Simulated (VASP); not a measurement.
# GaSb (F-43m) in VASP: notebook

Runs on GaSb. Level: r2SCAN. Tasks: relaxation of the atoms.

Everything below comes from runs of VASP 6.6.1. Logs are shortened: lines on timing, memory, paths and dates and some standing lists are left out, and cuts for length are marked.

**What was measured.**

From a printed reference work, data compilation, for a bulk crystal of GaSb at 4.2 K: band gap 0.811 eV (direct).

The results are compared with them further down.

**1. The cell of the first run**

The structure is cubic, space group F-43m (No. 216). Conventional cell: a = 6.092 Å, b = 6.092 Å, c = 6.092 Å, α = 90.00°, β = 90.00°, γ = 90.00°. Within 3.5 Å of Ga (site symmetry -43m) lie 4 Sb at 2.64 Å. Sb (site symmetry -43m) has 4 Ga at 2.64 Å within 3.5 Å.

**2. Relaxation of the atoms, r2SCAN**

File POSCAR:

```
GaSb
1.0
    0.0000000000      3.0461753500      3.0461753500
    3.0461753500      0.0000000000      3.0461753500
    3.0461753500      3.0461753500      0.0000000000
Ga Sb
1 1
Direct
    0.0000000000      0.0000000000      0.0000000000
    0.2500000000      0.2500000000      0.2500000000
```

File INCAR.step1:

```
SYSTEM = GaSb
PREC = Accurate
ENCUT = 520
ISMEAR = -1
SIGMA = 0.1
LREAL = .False.
LASPH = .True.
NELM = 60
GGA = PE
ALGO = Normal
EDIFF = 1E-4
LWAVE = .True.
LCHARG = .False.
```

File INCAR.step2:

```
SYSTEM = GaSb
PREC = Accurate
ENCUT = 520
EDIFF = 1E-6
ISMEAR = -1
SIGMA = 0.1
LREAL = .False.
LASPH = .True.
NELM = 60
ALGO = Normal
ISIF = 2
LWAVE = .False.
LCHARG = .False.
METAGGA = R2SCAN
LMIXTAU = .True.
IBRION = 2
NSW = 50
EDIFFG = -0.01
ISTART = 1
```

File KPOINTS:

```
Automatic mesh
0
Gamma
  10 10 10
  0 0 0
```

Potentials or basis: VASP PAW PBE potentials, release 64 (Ga_d, Sb).

Launch:

```
cat potpaw_PBE.64/Ga_d/POTCAR potpaw_PBE.64/Sb/POTCAR > POTCAR
cp INCAR.step1 INCAR
mpirun -np 1 vasp_std > vasp.out
cp INCAR.step2 INCAR
mpirun -np 1 vasp_std > vasp.out
```

OUTCAR:

```text
SYSTEM = GaSb
   PREC = Accurate
   ENCUT = 520
   EDIFF = 1E-6
   ISMEAR = -1
   LREAL = .False.
   LASPH = .True.
   NELM = 60
   ISIF = 2
   METAGGA = R2SCAN
   IBRION = 2
   NSW = 50
   EDIFFG = -0.01
   ISTART = 1

 ion  position               nearest neighbor table
   1  0.000  0.000  0.000-   2 2.64   2 2.64   2 2.64   2 2.64
   2  0.250  0.250  0.250-   1 2.64   1 2.64   1 2.64   1 2.64

  LATTYP: Found a face centered cubic cell.
 ALAT       =     6.0923507000

  Lattice vectors:

 A1 = (   0.0000000000,   3.0461753500,   3.0461753500)
 A2 = (   3.0461753500,   0.0000000000,   3.0461753500)
 A3 = (   3.0461753500,   3.0461753500,   0.0000000000)

Analysis of symmetry for initial positions (statically):
=====================================================================
 Subroutine PRICEL returns:
 Original cell was already a primitive cell.

 Routine SETGRP: Setting up the symmetry group for a
 face centered cubic supercell.

 Subroutine GETGRP returns: Found 24 space group operations
 (whereof 24 operations were pure point group operations)
 out of a pool of 48 trial point group operations.

The static configuration has the point symmetry T_d .

Analysis of symmetry for dynamics (positions and initial velocities):
=====================================================================
 Subroutine PRICEL returns:
 Original cell was already a primitive cell.

 Routine SETGRP: Setting up the symmetry group for a
 face centered cubic supercell.

 Subroutine GETGRP returns: Found 24 space group operations
 (whereof 24 operations were pure point group operations)
 out of a pool of 48 trial point group operations.

The dynamic configuration has the point symmetry T_d .

 Subroutine INISYM returns: Found 24 space group operations
 (whereof 24 operations are pure point group operations),
 and found     1 'primitive' translations

----------------------------------------------------------------------------------------

                                     Primitive cell

  volume of cell :      56.5320

  direct lattice vectors                    reciprocal lattice vectors
     0.000000000  3.046175350  3.046175350    -0.164140255  0.164140255  0.164140255
     3.046175350  0.000000000  3.046175350     0.164140255 -0.164140255  0.164140255
     3.046175350  3.046175350  0.000000000     0.164140255  0.164140255 -0.164140255

  length of vectors
     4.307942493  4.307942493  4.307942493     0.284299262  0.284299262  0.284299262

  position of ions in fractional coordinates (direct lattice)
     0.000000000  0.000000000  0.000000000
     0.250000000  0.250000000  0.250000000

  ion indices of the primitive-cell ions
   primitive index   ion index
                 1           1
                 2           2

----------------------------------------------------------------------------------------

 KPOINTS: Automatic mesh

Automatic generation of k-mesh.
 Grid dimensions read from file:
 generate k-points for:   10   10   10

 Generating k-lattice:

  Cartesian coordinates                     Fractional coordinates (reciprocal lattice)
    -0.016414026  0.016414026  0.016414026     0.100000000  0.000000000  0.000000000
     0.016414026 -0.016414026  0.016414026     0.000000000  0.100000000  0.000000000
     0.016414026  0.016414026 -0.016414026     0.000000000  0.000000000  0.100000000

  Length of vectors
     0.028429926  0.028429926  0.028429926

  Shift w.r.t. Gamma in fractional coordinates (k-lattice)
     0.000000000  0.000000000  0.000000000

 Subroutine IBZKPT returns following result:
 ===========================================

 Found     47 irreducible k-points:

 Following reciprocal coordinates:
            Coordinates               Weight
  0.000000  0.000000  0.000000      1.000000
  0.100000  0.000000  0.000000      8.000000
  0.200000  0.000000  0.000000      8.000000
  0.300000  0.000000  0.000000      8.000000
  0.400000  0.000000  0.000000      8.000000
  0.500000  0.000000  0.000000      4.000000
[... 16 lines left out ...]
  0.300000  0.300000  0.000000      6.000000
  0.400000  0.300000  0.000000     24.000000
 [... further k-points ...]
   k-points           NKPTS =     47   k-points in BZ     NKDIM =     47   number of bands    NBANDS=     13
   number of dos      NEDOS =    301   number of ions     NIONS =      2
   total plane-waves  NPLWV =  32768
   dimension x,y,z NGX =    32 NGY =   32 NGZ =   32
   dimension x,y,z NGXF=    64 NGYF=   64 NGZF=   64
   ions per type =               1   1
   NGX,Y,Z   is equivalent  to a cutoff of  12.35, 12.35, 12.35 a.u.
   NGXF,Y,Z  is equivalent  to a cutoff of  24.70, 24.70, 24.70 a.u.
 SYSTEM =  GaSb
   PREC   = accura    normal or accurate (medium, high low for compatibility)
   ISTART =      1    job   : 0-new  1-cont  2-samecut
   ICHARG =      0    charge: 1-file 2-atom 10-const
   ISPIN  =      1    spin polarized calculation?
   LNONCOLLINEAR =      F non collinear calculations
   LSORBIT =      F    spin-orbit coupling
   LASPH  =      T    aspherical Exc in radial PAW
   ENCUT  =  520.0 eV  38.22 Ry    6.18 a.u.   8.01  8.01  8.01*2*pi/ulx,y,z
   NELM   =     60;   NELMIN=  2; NELMDL=  0     # of ELM steps
   EDIFF  = 0.1E-05   stopping-criterion for ELM
   LREAL  =      F    real-space projection
   EDIFFG = -.1E-01   stopping-criterion for IOM
   NSW    =     50    number of steps for IOM
   IBRION =      2    ionic relax: 0-MD 1-quasi-New 2-CG
   NFREE  =      1    steps in history (QN), initial steepest desc. (CG)
   ISIF   =      2    stress and relaxation
   ISYM   =      2    0-nonsym 1-usesym 2-fastsym
   POTIM  = 0.5000    time-step for ionic-motion
   TEBEG  =    0.0;   TEEND  =   0.0 temperature during run
   PSTRESS=    0.0 pullay stress
   NELECT =      18.0000    total number of electrons
   NUPDOWN=      -1.0000    fix difference up-down
   EMIN   =  10.00;   EMAX   =-10.00  energy-range for DOS
   EFERMI =   0.00;   METHOD = LEGACY
   ISMEAR =    -1;   SIGMA  =   0.10  broadening in eV -4-tet -1-fermi 0-gaus
   EFERMI_NEDOS =   21; number of points for ismear=-14 and -15
   IALGO  =     38    algorithm
   IMIX   =      4    mixing-type and parameters
     AMIX     =   0.40;   BMIX     =  1.00
     AMIX_MAG =   1.60;   BMIX_MAG =  1.00
  volume/ion in A,a.u.               =      28.27       190.75
  Fermi-wavevector in a.u.,A,eV,Ry     =   1.117894  2.112514 17.003035  1.249688
  Thomas-Fermi vector in A             =   2.254521
   LORBIT       =      0    0 simple, 1 ext, 2 COOP (PROOUT), +10 PAW based schemes
   METAGGA = R2SCAN    functional components
   LHFCALC =     F    Hartree Fock is set to
   AEXX    =    0.0000 exact exchange contribution
   IVDW    =     0    specifies the selected vdW correction
   LEPSILON=     F    determine dielectric tensor
   LRPA    =     F    only Hartree local field effects (RPA)
 conjugate gradient relaxation of ions
 non-spin polarized calculation
  energy-cutoff  :      520.00
  volume of cell :       56.53
 maximum number of plane-waves:      1540
   NGX = 17   NGY = 17   NGZ = 17

 number of electron      17.9999984 magnetization

 Free energy of the ion-electron system (eV)
  ---------------------------------------------------
  ext. energy  EPLUGINS =         0.00000000
  ---------------------------------------------------
  free energy    TOTEN  =       -37.60067637 eV

  energy without entropy =      -37.60009645  energy(sigma->0) =      -37.60038641

 E-fermi :   5.1417     XC(G=0):  -9.7805

 val. band max:        4.8159074084   @ k =   0.0000   0.0000   0.0000
 cond. band min:       5.3615491133   @ k =   0.0000   0.0000   0.0000
 fundamental gap:      0.5456417049
 Fermi energy:         5.1416914312

 k-point     1 :       0.0000    0.0000    0.0000
  band No.  band energies     occupation
      1     -10.7042      2.00000
      2     -10.7042      2.00000
      3     -10.7041      2.00000
      4     -10.6451      2.00000
      5     -10.6451      2.00000
      6      -7.2083      2.00000
      7       4.8159      1.92593
      8       4.8159      1.92591
      9       4.8159      1.92591
     10       5.3615      0.19976
     11       7.7916      0.00000
     12       7.7917      0.00000
     13       7.7917      0.00000

 k-point     2 :       0.1000    0.0000    0.0000
  band No.  band energies     occupation
      1     -10.7073      2.00000
      2     -10.7028      2.00000
      3     -10.7028      2.00000
      4     -10.6453      2.00000
      5     -10.6453      2.00000
      6      -7.0980      2.00000
      7       3.3097      2.00000
      8       4.6323      1.98781
      9       4.6323      1.98780
     10       6.1481      0.00009
     11       8.0432      0.00000
     12       8.0433      0.00000
     13       8.2746      0.00000

 k-point     3 :       0.2000    0.0000    0.0000
  band No.  band energies     occupation
      1     -10.7154      2.00000
      2     -10.6994      2.00000
      3     -10.6994      2.00000
      4     -10.6455      2.00000
      5     -10.6455      2.00000
      6      -6.7768      2.00000
      7       1.5239      2.00000
      8       4.2542      1.99972
      9       4.2543      1.99972
     10       6.0855      0.00016
     11       8.5276      0.00000
     12       8.5277      0.00000
     13       9.6965      0.00000
[... 305 lines left out ...]
 k-point    23 :       0.3000    0.3000    0.0000
  band No.  band energies     occupation
      1     -10.7391      2.00000
      2     -10.6859      2.00000
      3     -10.6859      2.00000
      4     -10.6534      2.00000
      5     -10.6420      2.00000
      6      -5.9387      2.00000
      7      -0.1096      2.00000
      8       2.7029      2.00000
      9       2.7030      2.00000
     10       6.0638      0.00020
     11       7.4901      0.00000
     12      11.5358      0.00000
     13      11.5358      0.00000

 k-point    24 :       0.4000    0.3000    0.0000
  band No.  band energies     occupation
      1     -10.7449      2.00000
      2     -10.6830      2.00000
      3     -10.6824      2.00000
      4     -10.6547      2.00000
      5     -10.6416      2.00000
      6      -5.4765      2.00000
      7      -0.9529      2.00000
      8       2.1726      2.00000
      9       2.4909      2.00000
     10       6.2576      0.00003
     11       7.3865      0.00000
     12      11.4990      0.00000
     13      11.9918      0.00000

 [... further k-points ...]

------------------------ aborting loop because EDIFF is reached ----------------------------------------

  FORCE on cell =-STRESS in cart. coord.  units (eV):
  Direction    XX          YY          ZZ          XY          YZ          ZX
  --------------------------------------------------------------------------------------
  -------------------------------------------------------------------------------------
  Total        0.4220404      0.4220404      0.4220404      0.0000000      0.0000000     -0.0000000
  in kB       11.9610662     11.9610662     11.9610662      0.0000000      0.0000000     -0.0000000
  external PRESSURE =      11.9610662 kB  Pullay stress =       0.0000000 kB

 VOLUME and BASIS-vectors are now :
 -----------------------------------------------------------------------------
  energy-cutoff  :      520.00
  volume of cell :       56.53
      direct lattice vectors                 reciprocal lattice vectors
     0.000000000  3.046175350  3.046175350    -0.164140255  0.164140255  0.164140255
     3.046175350  0.000000000  3.046175350     0.164140255 -0.164140255  0.164140255
     3.046175350  3.046175350  0.000000000     0.164140255  0.164140255 -0.164140255

 POSITION                                       TOTAL-FORCE (eV/Angst)
 -----------------------------------------------------------------------------------
      0.00000      0.00000      0.00000         0.000000      0.000000      0.000000
      1.52309      1.52309      1.52309        -0.000000     -0.000000     -0.000000
 -----------------------------------------------------------------------------------
    total drift:                               -0.000002     -0.000002     -0.000001

  FREE ENERGIE OF THE ION-ELECTRON SYSTEM (eV)
  ---------------------------------------------------
  free  energy   TOTEN  =       -37.6006763658 eV

  energy  without entropy=      -37.6000964540  energy(sigma->0) =      -37.60038641

 reached required accuracy - stopping structural energy minimisation
```

It took 1.8 min on 1 thread of Intel Xeon Platinum 8259CL at 2.50GHz (Skylake/Cascade Lake), shared host; peak memory 0.2 GiB.

Results:

| Item | Value |
| --- | --- |
| Free energy | -37.6007 eV |
| Pressure after relaxing | 1.2 GPa |
| Band gap on the k mesh | 0.55 eV, direct |

Final structure:
```cif
data_structure
_symmetry_space_group_name_H-M 'P 1'
_symmetry_Int_Tables_number 1
_cell_length_a 4.3079
_cell_length_b 4.3079
_cell_length_c 4.3079
_cell_angle_alpha 60.000
_cell_angle_beta 60.000
_cell_angle_gamma 60.000
_cell_volume 56.53
loop_
_atom_site_label
_atom_site_type_symbol
_atom_site_fract_x
_atom_site_fract_y
_atom_site_fract_z
_atom_site_occupancy
Ga1 Ga 0.00000 0.00000 0.00000 1
Sb1 Sb 0.25000 0.25000 0.25000 1
```

Levels at points of the mesh, in eV from the valence-band top:
| k point | band 7 | band 8 | band 9 | band 10 | band 11 | band 12 |
| --- | --- | --- | --- | --- | --- | --- |
| (0.00, 0.00, 0.00) | 0.00 | 0.00 | 0.00 | 0.55 | 2.98 | 2.98 |
| (0.50, 0.00, 0.00) | -6.65 | -1.24 | -1.24 | 0.71 | 4.01 | 4.01 |
| (0.50, 0.50, 0.00) | -7.11 | -2.74 | -2.74 | 1.11 | 1.46 | 9.35 |

Caveat: the relaxation stopped at its first step, so nothing moved; the PAW data sets were made with another functional, which shifts forces and pressure a little; spin-orbit coupling is left out, which moves the levels of the heavy elements.

(Continued in part 2 of 2.)
